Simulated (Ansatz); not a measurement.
Cs (hcp): energy against volume

Computed with DFT, revPBE, plane waves (420 eV) with PAW, scalar-relativistic (Ansatz). (PAW data from PBE, frozen cores regenerated.)

The cell is scaled uniformly from the relaxed one, with fractional coordinates and shape fixed. Energies are extrapolated to zero smearing, pressures are those at the given smearing. Magnetic state: spin not included.

A Birch-Murnaghan fit gives V₀ = 129.41 Å³/atom, B₀ = 1.7 GPa, B₀′ = 3.5.

Q: What are the energy above the minimum and the pressure at 118.812 Å³/atom?

A: 5.1 meV/atom and 0.17 GPa as computed.

Q: What are the energy above the minimum and the pressure at 134.309 Å³/atom?

A: 0.9 meV/atom and -0.05 GPa as computed.

Q: What are the energy above the minimum and the pressure at 144.640 Å³/atom?

A: 7.8 meV/atom and -0.14 GPa as computed.
